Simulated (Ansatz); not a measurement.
## C: equation of state with PBE

**Experimental background.**

“Equation of state of cubic boron nitride at high pressures and temperatures”, 2007, arxiv:cond-mat/0702656 quotes, for a bulk crystal of C: bulk modulus 442 ± 5 GPa.

C:

```
CELL_PARAMETERS angstrom
0.00000 1.78337 1.78337
1.78337 0.00000 1.78337
1.78337 1.78337 0.00000
ATOMIC_POSITIONS crystal
C 0.75000 0.75000 0.75000
C 0.50000 0.50000 0.50000
```

This isn't the form of C at room conditions, which is graphite.

```yaml
Program: Ansatz 0.2.0
Task: equation of state
Functional: PBE
Potentials_or_basis: Ansatz PAW small core
Cutoff: 420 eV
Density_cutoff: 1680 eV
k_mesh: 13 × 13 × 13
Occupations: fermi-dirac, width 0.05 eV
Spin: no spin polarisation
```

The equilibrium volume is 5.70 Å³/atom and the bulk modulus is 433 GPa. The pressure derivative of the bulk modulus is 3.6.

Energy against volume, from the lowest point:
```csv
volume (Å³/atom),energy (meV/atom)
5.332,34.65
5.445,15.80
5.558,4.51
5.672,0.00
5.785,1.76
5.899,9.18
6.012,21.80
```

All runs of the series together: 25 s on 2 threads of Intel(R) Xeon(R) Processor @ 2.50GHz (Skylake/Cascade Lake), with other jobs on the host.

Measured bulk modulus of C: 442 GPa (quoted in “Equation of state of cubic boron nitride at high pressures and temperatures”, 2007, arxiv:cond-mat/0702656). This calculation gives 433 GPa (-2.0 %). 3 values of this kind are on record (442 to 444.8 GPa); this one was drawn at random among those near their median, those with a stated uncertainty first. The fit is for a static lattice scaled at fixed shape and fixed fractional positions. The cell as given is a measured one (5.67 Å³/atom); PBE puts the equilibrium volume +0.4 % from it, thermal expansion not counted.
